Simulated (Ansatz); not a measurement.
# Preparing AlN (P6_3mc) as a host crystal, part 3 of 3

Before any defect goes in: AlN (P6_3mc) at rest, and how it screens a charge.

Ansatz 0.2.0; plane-wave PAW DFT, PBEsol; relaxation of the host's cell and atoms; PAW set soft_1 (the session's first sound run).

So far. Step 3 (Dielectric tensors of the host): The principal values of the electronic dielectric tensor are 4.50, 4.50 and 4.73. The principal values of the static dielectric tensor are 8.20, 8.20 and 9.74.

**7. Defect free supercell at the zone centre**

Level of this step: plane-wave PAW DFT, PBEsol; single point of the defect-free host, a test of the k-point sampling; PAW set soft_1 (Ansatz).

The supercell is run at the zone centre, to see how far that sampling misses the dense mesh.

System of this step: AlN (P6_3mc). The cell holds 128 atoms: 64 Al and 64 N. Cell: a = 14.686 Å, b = 14.686 Å, c = 11.753 Å, α = 125.1°, β = 125.1°, γ = 94.5°.

The input, pristine.sampling_gamma/input.yaml:

```yaml
crystal:
  lattice:
    - [-9.3408221251, 5.3929260535, 9.9673535922]
    - [9.3408221251, -5.3929260535, 9.9673535922]
    - [3.1136073087, 5.3929261684, -9.9673535922]
  atoms:
    - { symbol: Al, position: [0.2080918742, 0.0414252076, 0.0] }
    - { symbol: Al, position: [0.2080918742, 0.2914252076, 0.25] }
    - { symbol: Al, position: [0.4580918742, 0.0414252076, 0.25] }
    - { symbol: Al, position: [0.4580918742, 0.2914252076, 0.0] }
    - { symbol: Al, position: [0.1664252076, 0.0830918742, 0.25] }
    - { symbol: Al, position: [0.1664252076, 0.3330918742, 0.0] }
    - { symbol: Al, position: [0.4164252076, 0.0830918742, 0.0] }
    - { symbol: Al, position: [0.4164252076, 0.3330918742, 0.25] }
    - { symbol: "N", position: [0.0535747924, 0.1369081258, 0.25] }
    - { symbol: "N", position: [0.0535747924, 0.3869081258, 0.0] }
    - { symbol: "N", position: [0.3035747924, 0.1369081258, 0.0] }
    - { symbol: "N", position: [0.3035747924, 0.3869081258, 0.25] }
    - { symbol: "N", position: [0.0119081258, 0.1785747924, 0.0] }
    - { symbol: "N", position: [0.0119081258, 0.4285747924, 0.25] }
    - { symbol: "N", position: [0.2619081258, 0.1785747924, 0.25] }
    - { symbol: "N", position: [0.2619081258, 0.4285747924, 0.0] }
    - { symbol: Al, position: [0.2080918742, 0.0414252076, 0.5] }
    - { symbol: Al, position: [0.2080918742, 0.2914252076, 0.75] }
    - { symbol: Al, position: [0.4580918742, 0.0414252076, 0.75] }
    - { symbol: Al, position: [0.4580918742, 0.2914252076, 0.5] }
    - { symbol: Al, position: [0.1664252076, 0.0830918742, 0.75] }
    - { symbol: Al, position: [0.1664252076, 0.3330918742, 0.5] }
    - { symbol: Al, position: [0.4164252076, 0.0830918742, 0.5] }
    - { symbol: Al, position: [0.4164252076, 0.3330918742, 0.75] }
    - { symbol: "N", position: [0.0535747924, 0.1369081258, 0.75] }
    - { symbol: "N", position: [0.0535747924, 0.3869081258, 0.5] }
    - { symbol: "N", position: [0.3035747924, 0.1369081258, 0.5] }
    - { symbol: "N", position: [0.3035747924, 0.3869081258, 0.75] }
    - { symbol: "N", position: [0.0119081258, 0.1785747924, 0.5] }
    - { symbol: "N", position: [0.0119081258, 0.4285747924, 0.75] }
    - { symbol: "N", position: [0.2619081258, 0.1785747924, 0.75] }
    - { symbol: "N", position: [0.2619081258, 0.4285747924, 0.5] }
    - { symbol: Al, position: [0.2080918742, 0.5414252076, 0.0] }
    - { symbol: Al, position: [0.2080918742, 0.7914252076, 0.25] }
    - { symbol: Al, position: [0.4580918742, 0.5414252076, 0.25] }
    - { symbol: Al, position: [0.4580918742, 0.7914252076, 0.0] }
    - { symbol: Al, position: [0.1664252076, 0.5830918742, 0.25] }
    - { symbol: Al, position: [0.1664252076, 0.8330918742, 0.0] }
    - { symbol: Al, position: [0.4164252076, 0.5830918742, 0.0] }
    - { symbol: Al, position: [0.4164252076, 0.8330918742, 0.25] }
    - { symbol: "N", position: [0.0535747924, 0.6369081258, 0.25] }
    - { symbol: "N", position: [0.0535747924, 0.8869081258, 0.0] }
    - { symbol: "N", position: [0.3035747924, 0.6369081258, 0.0] }
    - { symbol: "N", position: [0.3035747924, 0.8869081258, 0.25] }
    - { symbol: "N", position: [0.0119081258, 0.6785747924, 0.0] }
    - { symbol: "N", position: [0.0119081258, 0.9285747924, 0.25] }
    - { symbol: "N", position: [0.2619081258, 0.6785747924, 0.25] }
    - { symbol: "N", position: [0.2619081258, 0.9285747924, 0.0] }
    - { symbol: Al, position: [0.2080918742, 0.5414252076, 0.5] }
    - { symbol: Al, position: [0.2080918742, 0.7914252076, 0.75] }
    - { symbol: Al, position: [0.4580918742, 0.5414252076, 0.75] }
    - { symbol: Al, position: [0.4580918742, 0.7914252076, 0.5] }
    - { symbol: Al, position: [0.1664252076, 0.5830918742, 0.75] }
    - { symbol: Al, position: [0.1664252076, 0.8330918742, 0.5] }
    - { symbol: Al, position: [0.4164252076, 0.5830918742, 0.5] }
    - { symbol: Al, position: [0.4164252076, 0.8330918742, 0.75] }
    - { symbol: "N", position: [0.0535747924, 0.6369081258, 0.75] }
    - { symbol: "N", position: [0.0535747924, 0.8869081258, 0.5] }
    - { symbol: "N", position: [0.3035747924, 0.6369081258, 0.5] }
    - { symbol: "N", position: [0.3035747924, 0.8869081258, 0.75] }
    - { symbol: "N", position: [0.0119081258, 0.6785747924, 0.5] }
    - { symbol: "N", position: [0.0119081258, 0.9285747924, 0.75] }
    - { symbol: "N", position: [0.2619081258, 0.6785747924, 0.75] }
    - { symbol: "N", position: [0.2619081258, 0.9285747924, 0.5] }
    - { symbol: Al, position: [0.7080918742, 0.0414252076, 0.0] }
    - { symbol: Al, position: [0.7080918742, 0.2914252076, 0.25] }
    - { symbol: Al, position: [0.9580918742, 0.0414252076, 0.25] }
    - { symbol: Al, position: [0.9580918742, 0.2914252076, 0.0] }
    - { symbol: Al, position: [0.6664252076, 0.0830918742, 0.25] }
    - { symbol: Al, position: [0.6664252076, 0.3330918742, 0.0] }
    - { symbol: Al, position: [0.9164252076, 0.0830918742, 0.0] }
    - { symbol: Al, position: [0.9164252076, 0.3330918742, 0.25] }
    - { symbol: "N", position: [0.5535747924, 0.1369081258, 0.25] }
    - { symbol: "N", position: [0.5535747924, 0.3869081258, 0.0] }
    - { symbol: "N", position: [0.8035747924, 0.1369081258, 0.0] }
    - { symbol: "N", position: [0.8035747924, 0.3869081258, 0.25] }
    - { symbol: "N", position: [0.5119081258, 0.1785747924, 0.0] }
    - { symbol: "N", position: [0.5119081258, 0.4285747924, 0.25] }
    - { symbol: "N", position: [0.7619081258, 0.1785747924, 0.25] }
    - { symbol: "N", position: [0.7619081258, 0.4285747924, 0.0] }
    - { symbol: Al, position: [0.7080918742, 0.0414252076, 0.5] }
    - { symbol: Al, position: [0.7080918742, 0.2914252076, 0.75] }
    - { symbol: Al, position: [0.9580918742, 0.0414252076, 0.75] }
    - { symbol: Al, position: [0.9580918742, 0.2914252076, 0.5] }
    - { symbol: Al, position: [0.6664252076, 0.0830918742, 0.75] }
    - { symbol: Al, position: [0.6664252076, 0.3330918742, 0.5] }
    - { symbol: Al, position: [0.9164252076, 0.0830918742, 0.5] }
    - { symbol: Al, position: [0.9164252076, 0.3330918742, 0.75] }
    - { symbol: "N", position: [0.5535747924, 0.1369081258, 0.75] }
    - { symbol: "N", position: [0.5535747924, 0.3869081258, 0.5] }
    - { symbol: "N", position: [0.8035747924, 0.1369081258, 0.5] }
    - { symbol: "N", position: [0.8035747924, 0.3869081258, 0.75] }
    - { symbol: "N", position: [0.5119081258, 0.1785747924, 0.5] }
    - { symbol: "N", position: [0.5119081258, 0.4285747924, 0.75] }
    - { symbol: "N", position: [0.7619081258, 0.1785747924, 0.75] }
    - { symbol: "N", position: [0.7619081258, 0.4285747924, 0.5] }
    - { symbol: Al, position: [0.7080918742, 0.5414252076, 0.0] }
    - { symbol: Al, position: [0.7080918742, 0.7914252076, 0.25] }
    - { symbol: Al, position: [0.9580918742, 0.5414252076, 0.25] }
    - { symbol: Al, position: [0.9580918742, 0.7914252076, 0.0] }
    - { symbol: Al, position: [0.6664252076, 0.5830918742, 0.25] }
    - { symbol: Al, position: [0.6664252076, 0.8330918742, 0.0] }
    - { symbol: Al, position: [0.9164252076, 0.5830918742, 0.0] }
    - { symbol: Al, position: [0.9164252076, 0.8330918742, 0.25] }
    - { symbol: "N", position: [0.5535747924, 0.6369081258, 0.25] }
    - { symbol: "N", position: [0.5535747924, 0.8869081258, 0.0] }
    - { symbol: "N", position: [0.8035747924, 0.6369081258, 0.0] }
    - { symbol: "N", position: [0.8035747924, 0.8869081258, 0.25] }
    - { symbol: "N", position: [0.5119081258, 0.6785747924, 0.0] }
    - { symbol: "N", position: [0.5119081258, 0.9285747924, 0.25] }
    - { symbol: "N", position: [0.7619081258, 0.6785747924, 0.25] }
    - { symbol: "N", position: [0.7619081258, 0.9285747924, 0.0] }
    - { symbol: Al, position: [0.7080918742, 0.5414252076, 0.5] }
    - { symbol: Al, position: [0.7080918742, 0.7914252076, 0.75] }
    - { symbol: Al, position: [0.9580918742, 0.5414252076, 0.75] }
    - { symbol: Al, position: [0.9580918742, 0.7914252076, 0.5] }
    - { symbol: Al, position: [0.6664252076, 0.5830918742, 0.75] }
    - { symbol: Al, position: [0.6664252076, 0.8330918742, 0.5] }
    - { symbol: Al, position: [0.9164252076, 0.5830918742, 0.5] }
    - { symbol: Al, position: [0.9164252076, 0.8330918742, 0.75] }
    - { symbol: "N", position: [0.5535747924, 0.6369081258, 0.75] }
    - { symbol: "N", position: [0.5535747924, 0.8869081258, 0.5] }
    - { symbol: "N", position: [0.8035747924, 0.6369081258, 0.5] }
    - { symbol: "N", position: [0.8035747924, 0.8869081258, 0.75] }
    - { symbol: "N", position: [0.5119081258, 0.6785747924, 0.5] }
    - { symbol: "N", position: [0.5119081258, 0.9285747924, 0.75] }
    - { symbol: "N", position: [0.7619081258, 0.6785747924, 0.75] }
    - { symbol: "N", position: [0.7619081258, 0.9285747924, 0.5] }
basis:
  ecutwfc: 420
  xc_grid: 2
hamiltonian:
  xc: pbesol
  pseudopotentials: { kind: paw, azcp: { folder: soft_1 }, xc_functional: pbe }
kpoints:
  mp_grid: { grid: [1, 1, 1] }
scf:
  occupations: { method: fermi_dirac, width: 0.01 }
  max_iter: 100
  lower_state_search: "off"
checkpoint:
  write: "../pristine.sampling_gamma.run"
  compress: false
  write_wavefunctions: false
  write_every: 100000
```

On the command line:

```
ansatz run input.yaml --threads 32 --pin off --max-ram 84787MiB --backend cuda --events-out ev --progress --plain --runs-dir out --max-vram 78GiB
```

Numbers of over 12 decimals in the logs are rounded to 6 here.

The program printed:

```text
[...]
GPU FFT provider: cuFFT
GPU libraries: cuBLAS 13.8.1, cuFFT 12.4.0, cuSOLVER 12.3.2
[...]
Crystal: 128 atoms, lattice volume = 1338.931 Å³
Basis set: ecut = 420 eV, 26161 PW (Γ), exchange–correlation on 200×200×160 points (8 copies of the dense FFT grid, shifted against one another)
Bands: 384, of which v1, the nominal top of the filled ones, is band 256 counted from 1 (255 counted from 0)
Symmetry: 128 space group operations
[...]
k-points: 1
[...]
GPU buffer pool allocated for 800000 grid points (all kernels)
[...]
SCF iter   1: F=—  HF=-58067.939396 eV  |Δ(HF+E_count)|=         —  Δρ=1.31e-1  dr2=2.81e2  Hψ=1704
[...]
SCF iter   5: F=—  HF=-57980.540955 eV  |Δ(HF+E_count)|=   1.43e-2  Δρ=2.73e-4  dr2=9.45e-4  Hψ=462
automatic band count: iteration 5 solves 297 bands in place of 384: the levels show a gap, and the empty bands left out lie too high to hold charge; the band table lists the bands solved (type scf.n_extra_bands for more)
SCF iter   6: F=—  HF=-57980.541578 eV  |Δ(HF+E_count)|=   6.22e-4  Δρ=3.49e-5  dr2=1.52e-5  Hψ=486
[...]
SCF iter   8: F=-57980.541176 eV  HF=-57980.541176 eV  |Δ(HF+E_count)|=   1.98e-8  Δρ=4.14e-7  dr2=1.81e-9  Hψ=557
SCF 1 converged in 8 iterations: F = -57980.541176 eV  dr2 = 1.81e-9
[...]
SCF converged after 8 iterations
Free energy (F): -57980.541176 eV
[...]
Internal energy: -57980.541176 eV  (E = F + TS)
E sigma→0 (E₀):  -57980.541176 eV
Fermi energy:    9.092447 eV
[...]
```

It took 1.4 s on 1 × NVIDIA GB200 with 32 threads of Arm Neoverse V2, shared host; peak memory 1.2 GiB.

**8. Outcome**

| Quantity | Value |
| --- | --- |
| primitive cell vectors, lengths | 3.114, 3.114, 4.984 Å |
| electronic dielectric constant | principal values (4.50, 4.50, 4.73) |
| static dielectric constant | principal values (8.20, 8.20, 9.74) |
| gap on the k-mesh of the response run (PBEsol) | 4.10 eV |
| supercell relaxed in its symmetry less the displaced and relaxed one | 0.000 eV |
| energy an atom at the zone centre alone less that on the dense mesh | 0.008 eV |

What this shows: Step 5: The energy fell by 4.796 eV from the randomly displaced start; the atoms end within 0.005 Å of the sites as typed, once the mean shift is taken out. The displaced cell ends within 0.01 eV of the symmetric one relaxed in its symmetry, so no lower structure shows in this supercell. The k-mesh can miss the band edges, so this gap is an upper bound at this level. All at zero temperature.

[Logs are printed without paths, hosts, clocks, repeated set-up lines and the standing remarks that a program may print on its own settings, such as how far it seeks lower states.]

[Hosts, paths, dates, database ids (printed as entryN), source tags and the programs' standing remarks are cut or masked in the printed files.]

[Runs of the host that timed out are not shown.]

[For some hosts the program warned that the k-mesh of the response run may be too coarse for force constants and the static dielectric constant; such warnings are not always shown.]
